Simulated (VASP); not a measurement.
# InP in VASP: one cell, several levels of theory

What does VASP give for InP (zincblende), under +3.0 % equal strain in all directions, the cell held fixed? Runs: PBE, r2SCAN.

The runs shown are made with VASP 6.6.1. PAW datasets, plane waves. The values are computed, spin-unpolarised, and not measurements.

### Step 1. The cell

The cell comes from an earlier relaxation with r2SCAN in another program.

The symmetry is F-43m (No. 216, cubic); conventional cell a = 6.085 Å, 28.16 Å³ an atom. Near In stand 4 P at 2.63 Å; near P stand 4 In at 2.63 Å.

As a file:

Space group F-43m (No. 216). a = 6.085 Å, b = 6.085 Å, c = 6.085 Å, α = 90.00°, β = 90.00°, γ = 90.00°
```csv
atom,site,symmetry,x,y,z
In,4a,-43m,0.0000,0.0000,0.0000
P,4d,-43m,0.2500,0.2500,0.7500
```

### Step 2. PBE

Contents of INCAR:

```
ENCUT = 520.000000
SIGMA = 0.020000
EDIFF = 1.00e-07
GGA = PE
PREC = Accurate
IBRION = -1
ISIF = 2
ISMEAR = -1
NBANDS = 16
NELM = 120
NSW = 0
LASPH = .TRUE.
LCHARG = .TRUE.
LELF = .TRUE.
LWAVE = .FALSE.
LREAL = .FALSE.
```

Contents of KPOINTS:

```
KPOINTS created by Atomic Simulation Environment
0
Gamma
8 8 8
0 0 0
```

Contents of KPOINTS_OPT:

```
special points
6
Reciprocal
0.0000000000 0.0000000000 0.0000000000 1
-0.5000000000 -0.5000000000 0.0000000000 1
-0.3750000000 -0.3750000000 0.2500000000 1
-0.3750000000 0.0000000000 0.3750000000 1
0.0000000000 0.0000000000 0.5000000000 1
-0.5000000000 -0.2500000000 0.2500000000 1
```

Contents of POSCAR:

```
In P
 1.0000000000000000
     0.0000000000000000    3.0424012639000000    3.0424012639000000
     3.0424012639000000    0.0000000000000000    3.0424012639000000
     3.0424012639000000    3.0424012639000000    0.0000000000000000
 In  P
   1   1
Cartesian
  0.0000000000000000  0.0000000000000000  0.0000000000000000
  1.5212006319500000  1.5212006319500000  1.5212006319500000
```

Potentials: the recommended PBE PAW datasets, 18 valence electrons in the neutral cell.

Launch:

```
mpirun -np 1 vasp_std
```

Standard output, without the iteration lines:

```text
POSCAR found type information on POSCAR InP
 POSCAR found :  2 types and       2 ions
 LDA part: xc-table for (Slater+PW92), standard interpolation
 POSCAR, INCAR and KPOINTS ok, starting setup
 FFT: planning ... GRIDC
 FFT: planning ... GRID_SOFT
 FFT: planning ... GRID
 WAVECAR not read
 entering main loop
 Start KPOINTS_OPT (optional k-point list driver)
k-point batch [1-6\6]
```

OSZICAR:

```text
N       E                     dE             d eps       ncg     rms          rms(c)
DAV:   1     0.111907021437E+03    0.11191E+03   -0.82725E+03   936   0.122E+03
DAV:   2    -0.799280404325E+00   -0.11271E+03   -0.10735E+03  1016   0.295E+02
DAV:   3    -0.852979560441E+01   -0.77305E+01   -0.76896E+01  1224   0.751E+01
DAV:   4    -0.873792136459E+01   -0.20813E+00   -0.20806E+00  1128   0.137E+01
DAV:   5    -0.874950206440E+01   -0.11581E-01   -0.11580E-01  1472   0.276E+00    0.478E+00
DAV:   6    -0.838625063392E+01    0.36325E+00   -0.62031E-01  1448   0.114E+01    0.286E+00
DAV:   7    -0.836794176844E+01    0.18309E-01   -0.12954E-01  1304   0.251E+00    0.114E+00
DAV:   8    -0.836887223238E+01   -0.93046E-03   -0.11771E-02  1136   0.123E+00    0.214E-01
DAV:   9    -0.836957307797E+01   -0.70085E-03   -0.13390E-03  1176   0.415E-01    0.139E-01
DAV:  10    -0.836970323968E+01   -0.13016E-03   -0.17175E-04  1360   0.117E-01    0.819E-02
DAV:  11    -0.836978792781E+01   -0.84688E-04   -0.12485E-04  1096   0.792E-02    0.335E-02
DAV:  12    -0.836978766910E+01    0.25872E-06   -0.66392E-06  1120   0.268E-02    0.995E-03
DAV:  13    -0.836978824844E+01   -0.57934E-06   -0.14783E-06  1168   0.615E-03    0.858E-03
DAV:  14    -0.836978852626E+01   -0.27782E-06   -0.29356E-07  1184   0.494E-03    0.151E-03
DAV:  15    -0.836978853623E+01   -0.99656E-08   -0.11570E-08   920   0.703E-04
   1 F= -.83697885E+01 E0= -.83697519E+01  d E =-.732124E-04
       N       E                     dE             ncg
DAV:   1     0.711470020755E+03   -0.29405E+04      192
DAV:   2     0.527272916314E+02   -0.65874E+03      224
DAV:   3     0.857809688735E+01   -0.44149E+02      264
DAV:   4     0.735339900706E+01   -0.12247E+01      232
DAV:   5     0.728221353994E+01   -0.71185E-01      296
DAV:   6     0.727994741648E+01   -0.22661E-02      264
DAV:   7     0.727990288571E+01   -0.44531E-04      288
DAV:   8     0.727990209275E+01   -0.79295E-06      264
DAV:   9     0.727990208254E+01   -0.10216E-07      208
```

The lines after F= are the extra pass for the points of KPOINTS_OPT, at fixed density; their E is not a total energy.

From OUTCAR:

```text
k-points           NKPTS =     29   k-points in BZ     NKDIM =     29   number of bands    NBANDS=     16

   NELECT =      18.0000    total number of electrons

   dimension x,y,z NGX =    32 NGY =   32 NGZ =   32
   dimension x,y,z NGXF=    64 NGYF=   64 NGZF=   64

  energy-cutoff  :      520.00
  volume of cell :       56.32
      direct lattice vectors                 reciprocal lattice vectors
     0.000000000  3.042401264  3.042401264    -0.164343871  0.164343871  0.164343871
     3.042401264  0.000000000  3.042401264     0.164343871 -0.164343871  0.164343871
     3.042401264  3.042401264  0.000000000     0.164343871  0.164343871 -0.164343871

 k-points in reciprocal lattice and weights: KPOINTS created by Atomic Simulation Env
   0.00000000  0.00000000  0.00000000       0.002
   0.12500000  0.00000000  0.00000000       0.016
   0.25000000  0.00000000  0.00000000       0.016
   0.37500000  0.00000000  0.00000000       0.016
   0.50000000  0.00000000  0.00000000       0.008
   0.12500000  0.12500000  0.00000000       0.012
   0.25000000  0.12500000  0.00000000       0.047
   0.37500000  0.12500000  0.00000000       0.047
[... 21 more k-points ...]

 E-fermi :   4.0986

 k-point     1 :       0.0000    0.0000    0.0000
  band No.  band energies     occupation
      1      -9.9736      2.00000
      2      -9.9736      2.00000
      3      -9.9736      2.00000
      4      -9.8702      2.00000
      5      -9.8702      2.00000
      6      -6.7707      2.00000
      7       4.0370      1.91194
      8       4.0370      1.91194
      9       4.0370      1.91193
     10       4.1361      0.26493
     11       8.1085      0.00000
     12       8.1085      0.00000
     13       8.1085      0.00000
     14      12.1153      0.00000
     15      13.2994      0.00000
     16      13.2994      0.00000

 k-point     2 :       0.1250    0.0000    0.0000
  band No.  band energies     occupation
      1      -9.9849      2.00000
      2      -9.9686      2.00000
      3      -9.9686      2.00000
      4      -9.8701      2.00000
      5      -9.8701      2.00000
      6      -6.6223      2.00000
      7       2.4512      2.00000
      8       3.8836      1.99996
      9       3.8836      1.99996
     10       5.2565      0.00000
     11       8.1801      0.00000
     12       8.3486      0.00000
     13       8.3486      0.00000
     14      12.7274      0.00000
     15      12.7274      0.00000
     16      12.8706      0.00000

 k-point     3 :       0.2500    0.0000    0.0000
  band No.  band energies     occupation
      1     -10.0117      2.00000
      2      -9.9579      2.00000
      3      -9.9579      2.00000
      4      -9.8683      2.00000
      5      -9.8683      2.00000
      6      -6.2111      2.00000
      7       0.7838      2.00000
      8       3.5715      2.00000
      9       3.5715      2.00000
     10       5.5025      0.00000
     11       8.7378      0.00000
     12       8.7379      0.00000
     13       9.0419      0.00000
     14      12.5117      0.00000
     15      12.5117      0.00000
     16      12.9328      0.00000

 k-point     4 :       0.3750    0.0000    0.0000
  band No.  band energies     occupation
      1     -10.0375      2.00000
      2      -9.9498      2.00000
      3      -9.9498      2.00000
      4      -9.8638      2.00000
      5      -9.8638      2.00000
      6      -5.6773      2.00000
      7      -0.5736      2.00000
      8       3.3132      2.00000
      9       3.3132      2.00000
     10       5.3459      0.00000
     11       8.8384      0.00000
     12       8.8384      0.00000
     13      10.3221      0.00000
     14      12.6830      0.00000
     15      13.3339      0.00000
     16      13.3339      0.00000

 k-point     5 :       0.5000    0.0000    0.0000
  band No.  band energies     occupation
      1     -10.0481      2.00000
      2      -9.9472      2.00000
      3      -9.9472      2.00000
      4      -9.8611      2.00000
      5      -9.8611      2.00000
      6      -5.3890      2.00000
      7      -1.1471      2.00000
      8       3.2172      2.00000
      9       3.2172      2.00000
     10       5.2642      0.00000
     11       8.8129      0.00000
     12       8.8129      0.00000
     13      10.8590      0.00000
     14      13.0409      0.00000
     15      14.3915      0.00000
     16      14.3915      0.00000

[... the tables of k-points 6 to 29 left out ...]

  Total       -1.1392268     -1.1392268     -1.1392268      0.0000000     -0.0000000      0.0000000
  in kB      -32.4071857    -32.4071857    -32.4071857      0.0000000     -0.0000000      0.0000000
  external PRESSURE =     -32.4071857 kB  Pullay stress =       0.0000000 kB

 POSITION                                       TOTAL-FORCE (eV/Angst)
 -----------------------------------------------------------------------------------
      0.00000      0.00000      0.00000        -0.000000     -0.000000     -0.000000
      1.52120      1.52120      1.52120         0.000000      0.000000      0.000000
 -----------------------------------------------------------------------------------
    total drift:                               -0.000000     -0.000000     -0.000000

  FREE ENERGIE OF THE ION-ELECTRON SYSTEM (eV)
  ---------------------------------------------------
  free  energy   TOTEN  =        -8.3697885362 eV

  energy  without entropy=       -8.3697153238  energy(sigma->0) =       -8.36975193
```

It took 30 s on 1 MPI rank of Intel Xeon Platinum 8488C, shared host; peak memory 0.19 GiB.

The levels at the points of KPOINTS_OPT are read from vasprun.xml.

Levels at the named points, in eV from the top of band v (v: the last filled band by count, c: the next):

```
point    v−1      v     c   c+1
    Γ   0.00   0.00  0.10  4.07
    X  -1.97  -1.97  1.94  2.24
    U  -2.80  -1.64  2.38  4.15
    K  -2.80  -1.64  2.38  4.15
    L  -0.82  -0.82  1.23  4.78
    W  -2.51  -2.44  3.91  4.27
```

The PBE gap is 0.10 eV, direct at Γ. Pressure: -3.24 GPa; the forces vanish within 0.01 eV/Å.

The maps below are laid out on this run's own conventional cell (a, b, c = 6.085, 6.085, 6.085 Å).

Density in a lattice plane of the grid's cell (edges 6.08 and 6.08 Å, at 0.000 of the third edge), which holds In.

Ten even steps from '0' (0.01 e/Å³) to '9' (12.02 e/Å³):
```
752000000000000000000025
221000000000000000000012
000000000000000000000000
000000000000000000000000
000000000000000000000000
000000000000000000000000
000000000000000000000000
000000000012221000000000
000000000025752000000000
000000000147974100000000
000000000025752000000000
000000000012221000000000
000000000000000000000000
000000000000000000000000
000000000000000000000000
000000000000000000000000
000000000000000000000000
221000000000000000000012
752000000000000000000025
974100000000000000000147
```
Columns run along the first of these edges and rows up along the second, over one cell in 24 and 20 even steps from the bottom left corner. Atoms in the plane (fractional): In at (0.00, 0.00), In at (0.50, 0.50).

ELF in the same plane.

Ten even steps from ' ' (0.01) to '@' (0.48):
```
    ::++++====::..              ..::====++++::  
::--++**++++++==::..          ..::==++++++**++--
****++++**####**==--....  ....--==**####**++++**
======**%%@@@@%%##++--::::::--++**%%@@@@%%**====
--==++**%%@@@@@@%%**++==--==++**%%@@@@@@%%**++==
::::--++**%%@@@@%%**==========**%%@@@@%%**++--::
  ....--==**####**++++******++++**####**==--....
      ..::==++++++**++--::--++**++++++==::..    
        ..::====++++::      ::++++====::..      
        ..::--==++++..  --  ..++++==--::..      
        ..::====++++::      ::++++====::..      
      ..::==++++++**++--::--++**++++++==::..    
  ....--==**####**++++******++++**####**==--....
::::--++**%%@@@@%%**==========**%%@@@@%%##++--::
--==++**%%@@@@@@%%**++==--==++**%%@@@@@@%%**++==
======**%%@@@@%%**++--::::::--++**%%@@@@%%**====
****++++**####**==--....  ....--==**####**++++**
::--++**++++++==::..          ..::==++++++**++--
    ::++++====::..              ..::====++++::  
--  ..++++==--::..              ..::--==++++..  
```
Columns run along the first of these edges and rows up along the second, over one cell in 24 and 20 even steps from the bottom left corner. Atoms in the plane (fractional): In at (0.00, 0.00), In at (0.50, 0.50).

Both are smooth fields of the valence electrons: close to the nuclei they are not physical.

The highest ELF values outside the cores: 0.90 on the P–In line, 0.9 Å from P.

### Step 3. r2SCAN

Changes to INCAR since step 2:

```diff
@@ -3,3 +3,4 @@
 EDIFF = 1.00e-07
-GGA = PE
+ALGO = Normal
+METAGGA = R2SCAN
 PREC = Accurate
```

KPOINTS is that of step 2.

KPOINTS_OPT is that of step 2.

POSCAR is that of step 2.

Launch:

```
mpirun -np 1 vasp_std
```

Standard output, without the iteration lines:

```text
POSCAR found type information on POSCAR InP
 POSCAR found :  2 types and       2 ions
 -----------------------------------------------------------------------------
|                                                                             |
|                                                                             |
|     You enforced a specific xc type in the INCAR file but a different       |
|     I HOPE YOU KNOW WHAT YOU ARE DOING!                                     |
|                                                                             |
 -----------------------------------------------------------------------------

 LDA part: xc-table for (None), standard interpolation
 POSCAR, INCAR and KPOINTS ok, starting setup
 FFT: planning ... GRIDC
 FFT: planning ... GRID_SOFT
 FFT: planning ... GRID
 WAVECAR not read
 entering main loop
 Start KPOINTS_OPT (optional k-point list driver)
k-point batch [1-6\6]
```

OSZICAR:

```text
N       E                     dE             d eps       ncg     rms          rms(c)
DAV:   1     0.875398496565E+02    0.87540E+02   -0.84239E+03   936   0.125E+03
DAV:   2    -0.277550871590E+02   -0.11529E+03   -0.10983E+03  1032   0.301E+02
DAV:   3    -0.356032800441E+02   -0.78482E+01   -0.78080E+01  1200   0.769E+01
DAV:   4    -0.358223051217E+02   -0.21903E+00   -0.21896E+00  1160   0.140E+01
DAV:   5    -0.358365841750E+02   -0.14279E-01   -0.14278E-01  1472   0.304E+00    0.628E+00
DAV:   6    -0.322119280821E+02    0.36247E+01   -0.16493E+00  1104   0.266E+01    0.344E+00
DAV:   7    -0.322027349292E+02    0.91932E-02   -0.23275E-01  1192   0.381E+00    0.215E+00
DAV:   8    -0.322133610929E+02   -0.10626E-01   -0.15869E-02  1224   0.122E+00    0.910E-01
DAV:   9    -0.322153291019E+02   -0.19680E-02   -0.26810E-03  1320   0.386E-01    0.280E-01
DAV:  10    -0.322153375749E+02   -0.84730E-05   -0.15413E-04  1216   0.125E-01    0.252E-01
DAV:  11    -0.322153589888E+02   -0.21414E-04   -0.11601E-04  1152   0.176E-01    0.287E-02
DAV:  12    -0.322153616812E+02   -0.26923E-05   -0.24465E-05  1336   0.497E-02    0.520E-02
DAV:  13    -0.322153627596E+02   -0.10784E-05   -0.43292E-06  1248   0.360E-02    0.111E-02
DAV:  14    -0.322153628243E+02   -0.64752E-07   -0.14216E-06  1144   0.118E-02    0.208E-02
DAV:  15    -0.322153628366E+02   -0.12287E-07   -0.14904E-07   912   0.590E-03
   1 F= -.32215363E+02 E0= -.32215363E+02  d E =-.109019E-07
       N       E                     dE             ncg
DAV:   1     0.677189523997E+03   -0.29748E+04      192
DAV:   2    -0.947853497899E-01   -0.67728E+03      224
DAV:   3    -0.466463810099E+02   -0.46552E+02      256
DAV:   4    -0.479840895477E+02   -0.13377E+01      248
DAV:   5    -0.480500913263E+02   -0.66002E-01      296
DAV:   6    -0.480511495011E+02   -0.10582E-02      280
DAV:   7    -0.480512175555E+02   -0.68054E-04      296
DAV:   8    -0.480512182645E+02   -0.70901E-06      264
DAV:   9    -0.480512182797E+02   -0.15223E-07      184
```

From OUTCAR:

```text
k-points           NKPTS =     29   k-points in BZ     NKDIM =     29   number of bands    NBANDS=     16

   NELECT =      18.0000    total number of electrons

   dimension x,y,z NGX =    32 NGY =   32 NGZ =   32
   dimension x,y,z NGXF=    64 NGYF=   64 NGZF=   64

  energy-cutoff  :      520.00
  volume of cell :       56.32
      direct lattice vectors                 reciprocal lattice vectors
     0.000000000  3.042401264  3.042401264    -0.164343871  0.164343871  0.164343871
     3.042401264  0.000000000  3.042401264     0.164343871 -0.164343871  0.164343871
     3.042401264  3.042401264  0.000000000     0.164343871  0.164343871 -0.164343871

 k-points in reciprocal lattice and weights: KPOINTS created by Atomic Simulation Env
   0.00000000  0.00000000  0.00000000       0.002
   0.12500000  0.00000000  0.00000000       0.016
   0.25000000  0.00000000  0.00000000       0.016
   0.37500000  0.00000000  0.00000000       0.016
   0.50000000  0.00000000  0.00000000       0.008
   0.12500000  0.12500000  0.00000000       0.012
   0.25000000  0.12500000  0.00000000       0.047
   0.37500000  0.12500000  0.00000000       0.047
[... 21 more k-points ...]

 E-fermi :   4.1190

 k-point     1 :       0.0000    0.0000    0.0000
  band No.  band energies     occupation
      1     -10.6360      2.00000
      2     -10.6360      2.00000
      3     -10.6360      2.00000
      4     -10.5107      2.00000
      5     -10.5107      2.00000
      6      -7.4148      2.00000
      7       3.8532      2.00000
      8       3.8532      2.00000
      9       3.8532      2.00000
     10       4.3628      0.00001
     11       8.2681      0.00000
     12       8.2681      0.00000
     13       8.2681      0.00000
     14      12.4009      0.00000
     15      13.5891      0.00000
     16      13.5891      0.00000

 k-point     2 :       0.1250    0.0000    0.0000
  band No.  band energies     occupation
      1     -10.6491      2.00000
      2     -10.6306      2.00000
      3     -10.6306      2.00000
      4     -10.5106      2.00000
      5     -10.5106      2.00000
      6      -7.2584      2.00000
      7       2.3340      2.00000
      8       3.6949      2.00000
      9       3.6949      2.00000
     10       5.4003      0.00000
     11       8.3426      0.00000
     12       8.5189      0.00000
     13       8.5189      0.00000
     14      12.9933      0.00000
     15      12.9933      0.00000
     16      13.1854      0.00000

 k-point     3 :       0.2500    0.0000    0.0000
  band No.  band energies     occupation
      1     -10.6795      2.00000
      2     -10.6187      2.00000
      3     -10.6187      2.00000
      4     -10.5089      2.00000
      5     -10.5088      2.00000
      6      -6.8259      2.00000
      7       0.5712      2.00000
      8       3.3709      2.00000
      9       3.3709      2.00000
     10       5.6645      0.00000
     11       8.9203      0.00000
     12       8.9203      0.00000
     13       9.2593      0.00000
     14      12.7768      0.00000
     15      12.7768      0.00000
     16      13.1995      0.00000

 k-point     4 :       0.3750    0.0000    0.0000
  band No.  band energies     occupation
      1     -10.7086      2.00000
      2     -10.6091      2.00000
      3     -10.6091      2.00000
      4     -10.5047      2.00000
      5     -10.5046      2.00000
      6      -6.2668      2.00000
      7      -0.8586      2.00000
      8       3.1013      2.00000
      9       3.1013      2.00000
     10       5.4990      0.00000
     11       9.0102      0.00000
     12       9.0102      0.00000
     13      10.5863      0.00000
     14      12.9611      0.00000
     15      13.6628      0.00000
     16      13.6628      0.00000

 k-point     5 :       0.5000    0.0000    0.0000
  band No.  band energies     occupation
      1     -10.7204      2.00000
      2     -10.6059      2.00000
      3     -10.6059      2.00000
      4     -10.5021      2.00000
      5     -10.5021      2.00000
      6      -5.9662      2.00000
      7      -1.4602      2.00000
      8       3.0008      2.00000
      9       3.0008      2.00000
     10       5.4132      0.00000
     11       8.9767      0.00000
     12       8.9767      0.00000
     13      11.1038      0.00000
     14      13.3914      0.00000
     15      14.7895      0.00000
     16      14.7895      0.00000

[... the tables of k-points 6 to 29 left out ...]

  Total       -1.7779985     -1.7779985     -1.7779985      0.0000000      0.0000000     -0.0000000
  in kB      -50.5780995    -50.5780995    -50.5780995      0.0000000      0.0000000     -0.0000000
  external PRESSURE =     -50.5780995 kB  Pullay stress =       0.0000000 kB

 POSITION                                       TOTAL-FORCE (eV/Angst)
 -----------------------------------------------------------------------------------
      0.00000      0.00000      0.00000        -0.000000     -0.000000     -0.000000
      1.52120      1.52120      1.52120         0.000000      0.000000      0.000000
 -----------------------------------------------------------------------------------
    total drift:                               -0.000002     -0.000002     -0.000002

  FREE ENERGIE OF THE ION-ELECTRON SYSTEM (eV)
  ---------------------------------------------------
  free  energy   TOTEN  =       -32.2153628366 eV

  energy  without entropy=      -32.2153628257  energy(sigma->0) =      -32.21536283
```

Run time: 71 s. Hardware: 1 MPI rank of Intel Xeon Platinum 8488C, shared host; peak memory 0.19 GiB.

The levels at the points of KPOINTS_OPT are read from vasprun.xml.

Band energies at the special points (eV, zero at the top of v, the last band that the electrons fill by count):

```
point    v−1      v     c   c+1
    Γ   0.00   0.00  0.51  4.41
    X  -2.05  -2.05  2.17  2.51
    U  -2.90  -1.71  2.65  4.50
    K  -2.90  -1.71  2.65  4.50
    L  -0.85  -0.85  1.56  5.12
    W  -2.61  -2.53  4.31  4.55
```

Gap with r2SCAN: 0.51 eV, direct (Γ). The pressure is -5.06 GPa; the forces vanish within 0.01 eV/Å.

### Step 4. Results

| level | gap (eV) | pressure (GPa) |
| --- | --- | --- |
| PBE | 0.10 | -3.24 |
| r2SCAN | 0.51 | -5.06 |

What this shows: The gap runs from 0.10 eV (PBE) to 0.51 eV (r2SCAN). Spin-orbit coupling is left out, though the cell holds In (Z = 49); in an element this heavy it can shift bands and gaps by tenths of an eV. At this one volume the pressure spans -5.1 GPa (r2SCAN) to -3.2 GPa (PBE): PBE wants the largest cell and r2SCAN the smallest.
